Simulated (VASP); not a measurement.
InSb in VASP 6.6.1, single-point calculation

INCAR

```
NBANDS = 16
SIGMA = 0.02
NELECT = 18.1
IBRION = -1
IVDW = 11
EDIFF = 1E-7
LREAL = .FALSE.
ISIF = 2
NSW = 0
LWAVE = .FALSE.
GGA = PE
ENCUT = 520
PREC = Accurate
NELM = 120
LASPH = .TRUE.
ISMEAR = -1
LCHARG = .FALSE.
```

KPOINTS

```
KPOINTS created by Atomic Simulation Environment
0
Gamma
6 6 6
0 0 0
```

POSCAR

```
In Sb
 1.0000000000000000
     0.0000000000000000    3.1811276270000000    3.3754891042000001
     3.1811276270000000    0.0000000000000000    3.3754891042000001
     3.1811276270000000    3.1811276270000000    0.0000000000000000
 In  Sb
   1   1
Cartesian
  0.0000000000000000  0.0000000000000000  0.0000000000000000
  1.5905638135000004  1.5905638135000004  1.6877445521000001
```

The recommended PBE PAW datasets give the neutral cell 18 valence electrons.

Command

```
mpirun -np 1 vasp_std
```

OSZICAR

```
N       E                     dE             d eps       ncg     rms          rms(c)
DAV:   1     0.112391995666E+03    0.11239E+03   -0.79920E+03   968   0.112E+03
DAV:   2     0.831660614475E+00   -0.11156E+03   -0.10805E+03  1032   0.278E+02
DAV:   3    -0.623902164390E+01   -0.70707E+01   -0.70197E+01  1264   0.733E+01
DAV:   4    -0.643802875806E+01   -0.19901E+00   -0.19897E+00  1232   0.138E+01
DAV:   5    -0.644803355535E+01   -0.10005E-01   -0.10005E-01  1456   0.255E+00    0.417E+00
DAV:   6    -0.633255213111E+01    0.11548E+00   -0.15892E-01  1328   0.562E+00    0.244E+00
DAV:   7    -0.631706444516E+01    0.15488E-01   -0.77285E-02  1320   0.254E+00    0.650E-01
DAV:   8    -0.631795408697E+01   -0.88964E-03   -0.84085E-03  1264   0.107E+00    0.266E-01
DAV:   9    -0.631855316821E+01   -0.59908E-03   -0.10167E-03  1192   0.359E-01    0.600E-02
DAV:  10    -0.631859546620E+01   -0.42298E-04   -0.63863E-05  1392   0.846E-02    0.399E-02
DAV:  11    -0.631862458787E+01   -0.29122E-04   -0.70584E-05  1152   0.771E-02    0.323E-02
DAV:  12    -0.631862485650E+01   -0.26863E-06   -0.39657E-06  1088   0.224E-02    0.727E-03
DAV:  13    -0.631862595163E+01   -0.10951E-05   -0.35753E-06  1136   0.866E-03    0.596E-03
DAV:  14    -0.631862584777E+01    0.10386E-06   -0.75252E-08  1096   0.205E-03    0.210E-03
DAV:  15    -0.631862591391E+01   -0.66135E-07   -0.22186E-08   792   0.902E-04
   1 F= -.67816242E+01 E0= -.67811883E+01  d E =-.871884E-03
```

From OUTCAR

```
k-points           NKPTS =     30   k-points in BZ     NKDIM =     30   number of bands    NBANDS=     16

   NELECT =      18.1000    total number of electrons

   dimension x,y,z NGX =    36 NGY =   36 NGZ =   36
   dimension x,y,z NGXF=    72 NGYF=   72 NGZF=   72

  energy-cutoff  :      520.00
  volume of cell :       68.32
      direct lattice vectors                 reciprocal lattice vectors
     0.000000000  3.181127627  3.375489104    -0.157176969  0.157176969  0.148126682
     3.181127627  0.000000000  3.375489104     0.157176969 -0.157176969  0.148126682
     3.181127627  3.181127627  0.000000000     0.157176969  0.157176969 -0.148126682

 k-points in reciprocal lattice and weights: KPOINTS created by Atomic Simulation Env
   0.00000000  0.00000000  0.00000000       0.005
   0.16666667  0.00000000  0.00000000       0.037
   0.33333333  0.00000000  0.00000000       0.037
   0.50000000 -0.00000000  0.00000000       0.019
   0.16666667  0.16666667  0.00000000       0.009
   0.33333333  0.16666667  0.00000000       0.037
   0.50000000  0.16666667  0.00000000       0.037
  -0.33333333  0.16666667  0.00000000       0.037
   ...

 E-fermi :   5.7128

 k-point     1 :       0.0000    0.0000    0.0000
  band No.  band energies     occupation
      1      -9.5201      2.00000
      2      -9.5089      2.00000
      3      -9.5089      2.00000
      4      -9.4322      2.00000
      5      -9.4276      2.00000
      6      -5.6287      2.00000
      7       4.8140      2.00000
      8       4.8395      2.00000
      9       5.1604      2.00000
     10       5.1604      2.00000
     11       7.9687      0.00000
     12       7.9687      0.00000
     13       8.1021      0.00000
     14      10.7104      0.00000
     15      12.7850      0.00000
     16      13.1901      0.00000

 k-point     2 :       0.1667    0.0000    0.0000
  band No.  band energies     occupation
      1      -9.5255      2.00000
      2      -9.5098      2.00000
      3      -9.5038      2.00000
      4      -9.4331      2.00000
      5      -9.4271      2.00000
      6      -5.3808      2.00000
      7       2.5830      2.00000
      8       4.5895      2.00000
      9       4.8560      2.00000
     10       6.0034      0.00000
     11       8.3731      0.00000
     12       8.4421      0.00000
     13       8.8425      0.00000
     14      11.7325      0.00000
     15      12.1585      0.00000
     16      12.5831      0.00000

 k-point     3 :       0.3333    0.0000    0.0000
  band No.  band energies     occupation
      1      -9.5477      2.00000
      2      -9.5014      2.00000
      3      -9.4946      2.00000
      4      -9.4337      2.00000
      5      -9.4245      2.00000
      6      -4.7390      2.00000
      7       0.4477      2.00000
      8       4.0659      2.00000
      9       4.4247      2.00000
     10       5.6934      1.45007
     11       8.7595      0.00000
     12       8.9508      0.00000
     13      10.8273      0.00000
     14      11.6810      0.00000
     15      12.7424      0.00000
     16      12.8662      0.00000

 ...

  Total       2.18005     2.18005     1.57564     0.00000     0.00000     0.00000
  in kB      51.12667    51.12667    36.95207     0.00000     0.00000     0.00000
  external pressure =       46.40 kB  Pullay stress =        0.00 kB

 POSITION                                       TOTAL-FORCE (eV/Angst)
 -----------------------------------------------------------------------------------
      0.00000      0.00000      0.00000        -0.000000     -0.000000     -0.000000
      1.59056      1.59056      1.68774         0.000000      0.000000      0.000000
 -----------------------------------------------------------------------------------
    total drift:                               -0.000000     -0.000000      0.000000

  FREE ENERGIE OF THE ION-ELECTRON SYSTEM (eV)
  ---------------------------------------------------
  free  energy   TOTEN  =        -6.7816242183 eV

  energy  without entropy=       -6.7807523343  energy(sigma->0) =       -6.78118828
```

It converged. Results: pressure 4.6 GPa.

The cell is charged and sits in a uniform background.

For comparison, a separate PBE run of the intended cell, on usual settings and not on those above, gives a gap of 0.00 eV on its mesh and a pressure of 2.9 GPa.

The run above took about 42 s on one core of a shared host (Intel Xeon Platinum 8488C) and held 0.21 GiB at most.
